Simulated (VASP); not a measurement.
## Os: relaxation of cell and atoms with PBEsol

The system is Os.

```
CELL_PARAMETERS angstrom
2.74613 0.00000 0.00000
-1.37307 2.37822 0.00000
0.00000 0.00000 4.32631
ATOMIC_POSITIONS crystal
Os 0.33333 0.66667 0.25000
Os 0.66667 0.33333 0.75000
```

```
Program                : VASP 6.6.1
Task                   : relaxation of cell and atoms
Functional             : PBEsol
Potentials or basis    : VASP PAW PBE potentials, release 64 (Os)
Cutoff                 : 300 eV
k mesh                 : 18 × 18 × 10
Occupations            : gaussian, width 0.1 eV
Spin                   : no spin polarisation
Further INCAR settings : ALGO = Fast; EDIFF = 1e-07; IBRION = 2; EDIFFG = -0.005; NSW = 90; ISIF = 3
```

```json
{
 "Relaxed volume": "13.86 Å³/atom",
 "Relaxed cell": "a = 2.725 Å, b = 2.725 Å, c = 4.309 Å, α = 90.00°, β = 90.00°, γ = 120.00°",
 "Space group after relaxing (to 0.05 Å)": "P6_3/mmc (No. 194)",
 "Energy gained by relaxing": "7.3 meV/atom",
 "Ionic steps": "9",
 "Pressure after relaxing": "0.0 GPa",
 "Band gap on the k mesh": "none (metal or under the smearing width)"
}
```

The path:
| step | energy change (eV) | largest force (eV/Å) | pressure (GPa) | volume (Å³) |
| --- | --- | --- | --- | --- |
| 1 | 0.0000 | 0.0000 | -8.29 | 28.25 |
| 2 | 0.3166 | 0.0000 | 49.50 | 25.37 |
| 3 | -0.0144 | 0.0000 | -0.30 | 27.73 |
| 4 | -0.0145 | 0.0000 | 0.01 | 27.71 |
| 5 | -0.0145 | 0.0000 | 0.17 | 27.70 |
| 6 | -0.0144 | 0.0000 | 0.10 | 27.70 |
| 7 | -0.0147 | 0.0000 | 0.14 | 27.70 |
| 8 | -0.0147 | 0.0000 | -0.44 | 27.74 |
| 9 | -0.0147 | 0.0000 | -0.01 | 27.71 |

Final structure:
```xyz
2
Lattice="2.7250 0.0000 0.0000 -1.3625 2.3599 0.0000 0.0000 0.0000 4.3091" Properties=species:S:1:pos:R:3 pbc="T T T"
Os    0.0000    1.5733    1.0773
Os    1.3625    0.7866    3.2319
```

Levels at points of the mesh, in eV from the Fermi level:
```
           k point  band 5  band 6  band 7  band 8  band 9  band 10  band 11  band 12
(0.00, 0.00, 0.00)   -2.86   -2.25   -2.25   -1.58   -1.58    -0.01     1.72     1.72
(0.50, 0.00, 0.00)   -2.95   -2.62   -1.92    2.08    2.65     2.77     4.48     5.78
(0.00, 0.00, 0.50)   -3.30   -3.30   -3.30   -3.30    0.91     0.91     0.91     0.91
(0.50, 0.00, 0.50)   -1.22   -1.22   -0.18   -0.18    2.43     2.43     3.35     3.35
```

It took 82 s on 1 thread of Intel(R) Xeon(R) Platinum 8488C (Sapphire Rapids) (shared host), peak memory 0.14 GiB.

Caveat: the PAW data sets were made with another functional, which shifts forces and pressure a little. Spin-orbit coupling is left out, which matters for the levels of Os.
